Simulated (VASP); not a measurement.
# Zn (P6_3/mmc) in VASP: single point with PBEsol

Aim: the single point of Zn with PBEsol.

Program: VASP 6.6.1. These are calculated values, not measurements. Logs are shortened: lines on timing, memory, paths and dates and some standing lists are left out, and cuts for length are marked.

## (1) The crystal as given

The structure is hexagonal, space group P6_3/mmc (No. 194). Conventional cell: a = 2.593 Å, b = 2.593 Å, c = 4.919 Å, α = 90.00°, β = 90.00°, γ = 120.00°. Zn (site symmetry -6m2) has 12 Zn at 2.59 to 2.88 Å as nearest neighbours.

## (2) Single point, PBEsol, non-collinear spin, zero start, spin-orbit coupling

INCAR reads:

```
SYSTEM = Zn
  ALGO = Normal
  EDIFF = 1E-7
  ENCUT = 520
  GGA = PS
  GGA_COMPAT = .False.
  ISIF = 2
  ISMEAR = 0
  LASPH = .True.
  LCHARG = .False.
  LORBIT = 11
  LREAL = .False.
  LSORBIT = .True.
  LWAVE = .False.
  MAGMOM = 0 0 0 0 0 0
  NBANDS = 36
  NELM = 80
  PREC = Accurate
  SIGMA = 0.1
```

KPOINTS reads:

```
k-points
0
Gamma
  18 18 10
  0 0 0
```

POSCAR reads:

```
Zn
1.0
    2.5934600000      0.0000000000      0.0000000000
   -1.2967300000      2.2460100000      0.0000000000
    0.0000000000      0.0000000000      4.9188700000
Zn
2
Direct
    0.3333300000      0.6666700000      0.2500000000
    0.6666700000      0.3333300000      0.7500000000
```

Potentials or basis: VASP PAW PBE potentials, release 64 (Zn).

Command:

```bash
$ cat potpaw_PBE.64/Zn/POTCAR > POTCAR
$ mpirun -np 1 vasp_ncl > vasp.out
```

OUTCAR:

```text
SYSTEM = Zn
   EDIFF = 1E-7
   ENCUT = 520
   GGA = PS
   ISIF = 2
   ISMEAR = 0
   LASPH = .True.
   LORBIT = 11
   LREAL = .False.
   LSORBIT = .True.
   NELM = 80
   PREC = Accurate

 ion  position               nearest neighbor table
   1  0.333  0.667  0.250-   2 2.88   2 2.88   2 2.88   2 2.88   2 2.88   2 2.88
   2  0.667  0.333  0.750-   1 2.88   1 2.88   1 2.88   1 2.88   1 2.88   1 2.88

  LATTYP: Found a hexagonal cell.
 ALAT       =     2.5934600000
 C/A-ratio  =     1.8966438657

  Lattice vectors:

 A1 = (   2.5934600000,   0.0000000000,   0.0000000000)
 A2 = (  -1.2967300000,   2.2460100000,   0.0000000000)
 A3 = (   0.0000000000,   0.0000000000,   4.9188700000)

Analysis of symmetry for initial positions (statically):
=====================================================================
 Subroutine PRICEL returns:
 Original cell was already a primitive cell.

 Routine SETGRP: Setting up the symmetry group for a
 hexagonal supercell.

 Subroutine GETGRP returns: Found  8 space group operations
 (whereof  4 operations were pure point group operations)
 out of a pool of 24 trial point group operations.

The static configuration has the point symmetry C_2h.
 The point group associated with its full space group is D_2h.

Analysis of symmetry for dynamics (positions and initial velocities):
=====================================================================
 Subroutine PRICEL returns:
 Original cell was already a primitive cell.

 Routine SETGRP: Setting up the symmetry group for a
 hexagonal supercell.

 Subroutine GETGRP returns: Found  8 space group operations
 (whereof  4 operations were pure point group operations)
 out of a pool of 24 trial point group operations.

The dynamic configuration has the point symmetry C_2h.
 The point group associated with its full space group is D_2h.

Analysis of structural, dynamic, and magnetic symmetry:
=====================================================================
 Subroutine PRICEL returns:
 Original cell was already a primitive cell.

 Routine SETGRP: Setting up the symmetry group for a
 hexagonal supercell.

 Subroutine GETGRP returns: Found  8 space group operations
 (whereof  4 operations were pure point group operations)
 out of a pool of 24 trial point group operations.
[... 1107 lines left out ...]
  Total        0.0170304      0.0169102      0.0094821     -0.0001042     -0.0000000      0.0000000
  in kB        0.9523121      0.9455915      0.5302229     -0.0058259     -0.0000000      0.0000000
  external PRESSURE =       0.8093755 kB  Pullay stress =       0.0000000 kB

 VOLUME and BASIS-vectors are now :
 -----------------------------------------------------------------------------
  energy-cutoff  :      520.00
  volume of cell :       28.65
      direct lattice vectors                 reciprocal lattice vectors
     2.593460000  0.000000000  0.000000000     0.385585280  0.222616996  0.000000000
    -1.296730000  2.246010000  0.000000000     0.000000000  0.445233993  0.000000000
     0.000000000  0.000000000  4.918870000     0.000000000  0.000000000  0.203298725

 POSITION                                       TOTAL-FORCE (eV/Angst)
 -----------------------------------------------------------------------------------
     -0.00001      1.49735      1.22972         0.000023     -0.000013      0.000000
      1.29674      0.74866      3.68915        -0.000023      0.000013     -0.000000
 -----------------------------------------------------------------------------------
    total drift:                                0.000000     -0.000000      0.000000

  FREE ENERGIE OF THE ION-ELECTRON SYSTEM (eV)
  ---------------------------------------------------
  free  energy   TOTEN  =        -3.1843892594 eV

  energy  without entropy=       -3.1832847786  energy(sigma->0) =       -3.18383702

 Spin-Orbit-Coupling matrix elements

 Ion:    1  E_soc:     -0.0091802
 l=   1
     0.0000000    -0.0004449    -0.0004979
    -0.0004449     0.0000000    -0.0004449
    -0.0004979    -0.0004449     0.0000000
 l=   2
     0.0000000    -0.0002155     0.0000000    -0.0002155    -0.0008976
    -0.0002155     0.0000000    -0.0006184    -0.0002061    -0.0002155
     0.0000000    -0.0006184     0.0000000    -0.0006184     0.0000000
    -0.0002155    -0.0002061    -0.0006184     0.0000000    -0.0002155
    -0.0008976    -0.0002155     0.0000000    -0.0002155     0.0000000
 l=   3
     0.0000000     0.0000000     0.0000000     0.0000000     0.0000000     0.0000000     0.0000000
     0.0000000     0.0000000     0.0000000     0.0000000     0.0000000     0.0000000     0.0000000
     0.0000000     0.0000000     0.0000000     0.0000000     0.0000000     0.0000000     0.0000000
     0.0000000     0.0000000     0.0000000     0.0000000     0.0000000     0.0000000     0.0000000
     0.0000000     0.0000000     0.0000000     0.0000000     0.0000000     0.0000000     0.0000000
     0.0000000     0.0000000     0.0000000     0.0000000     0.0000000     0.0000000     0.0000000
     0.0000000     0.0000000     0.0000000     0.0000000     0.0000000     0.0000000     0.0000000

 Ion:    2  E_soc:     -0.0091802
 l=   1
     0.0000000    -0.0004449    -0.0004979
    -0.0004449     0.0000000    -0.0004449
    -0.0004979    -0.0004449     0.0000000
 l=   2
     0.0000000    -0.0002155     0.0000000    -0.0002155    -0.0008976
    -0.0002155     0.0000000    -0.0006184    -0.0002061    -0.0002155
     0.0000000    -0.0006184     0.0000000    -0.0006184     0.0000000
    -0.0002155    -0.0002061    -0.0006184     0.0000000    -0.0002155
    -0.0008976    -0.0002155     0.0000000    -0.0002155     0.0000000
 l=   3
     0.0000000     0.0000000     0.0000000     0.0000000     0.0000000     0.0000000     0.0000000
     0.0000000     0.0000000     0.0000000     0.0000000     0.0000000     0.0000000     0.0000000
     0.0000000     0.0000000     0.0000000     0.0000000     0.0000000     0.0000000     0.0000000
     0.0000000     0.0000000     0.0000000     0.0000000     0.0000000     0.0000000     0.0000000
     0.0000000     0.0000000     0.0000000     0.0000000     0.0000000     0.0000000     0.0000000
     0.0000000     0.0000000     0.0000000     0.0000000     0.0000000     0.0000000     0.0000000
     0.0000000     0.0000000     0.0000000     0.0000000     0.0000000     0.0000000     0.0000000

 total charge

# of ion       s       p       d       tot
------------------------------------------
    1        0.605   0.496   9.722  10.824
    2        0.605   0.496   9.722  10.824
--------------------------------------------------
tot          1.210   0.993  19.444  21.647

 magnetization (x)

# of ion       s       p       d       tot
------------------------------------------
    1        0.000   0.000   0.000   0.000
    2        0.000   0.000   0.000   0.000
--------------------------------------------------
tot          0.000   0.000   0.000   0.000

 magnetization (y)

# of ion       s       p       d       tot
------------------------------------------
    1        0.000   0.000   0.000   0.000
    2        0.000   0.000   0.000   0.000
--------------------------------------------------
tot          0.000   0.000   0.000   0.000

 magnetization (z)

# of ion       s       p       d       tot
------------------------------------------
    1        0.000   0.000   0.000   0.000
    2        0.000   0.000   0.000   0.000
--------------------------------------------------
tot          0.000   0.000   0.000   0.000
```

OSZICAR:

```text
N       E                     dE             d eps       ncg     rms          rms(c)
DAV:   1     0.157209191567E+03    0.15721E+03   -0.11075E+04 40320   0.215E+03
DAV:   2     0.950604399062E+01   -0.14770E+03   -0.13789E+03 39344   0.387E+02
DAV:   3    -0.330364026420E+01   -0.12810E+02   -0.12563E+02 42716   0.117E+02
DAV:   4    -0.351624548529E+01   -0.21261E+00   -0.21234E+00 43904   0.163E+01
DAV:   5    -0.351660499268E+01   -0.35951E-03   -0.35950E-03 41836   0.635E-01    0.476E+00
DAV:   6    -0.320682150214E+01    0.30978E+00   -0.12422E+00 47604   0.253E+01    0.336E+00
DAV:   7    -0.319188956515E+01    0.14932E-01   -0.51211E-02 47468   0.406E+00    0.173E+00
DAV:   8    -0.318441741296E+01    0.74722E-02   -0.22184E-03 47436   0.734E-01    0.747E-02
DAV:   9    -0.318438724932E+01    0.30164E-04   -0.41354E-04 42916   0.258E-01    0.341E-02
DAV:  10    -0.318438882843E+01   -0.15791E-05   -0.21883E-05 44440   0.525E-02    0.255E-02
DAV:  11    -0.318438958448E+01   -0.75604E-06   -0.47389E-06 41088   0.217E-02    0.270E-03
DAV:  12    -0.318438942845E+01    0.15602E-06   -0.36870E-07 41296   0.122E-02    0.221E-03
DAV:  13    -0.318438930436E+01    0.12409E-06   -0.10810E-08 21884   0.127E-03    0.622E-04
DAV:  14    -0.318438925938E+01    0.44975E-07   -0.24360E-09 20668   0.469E-04
   1 F= -.31843893E+01 E0= -.31838370E+01  d E =-.110448E-02  mag=    -0.0000    -0.0000    -0.0000
```

It took 8.2 min on 1 thread of Intel Xeon 6975P-C (Granite Rapids), shared host; peak memory 0.76 GiB.

What came out:

- Free energy: -3.1844 eV
- Pressure: 0.1 GPa
- Net moment: 0.00 μB per cell
- Valence electrons inside the program's atomic spheres: Zn 10.82

Moments on the atoms (μB; x, y, z):
```
Zn  0.00 0.00 0.00
Zn  0.00 0.00 0.00
```

Caveat: the PAW data sets were made with another functional, which shifts forces and pressure a little.
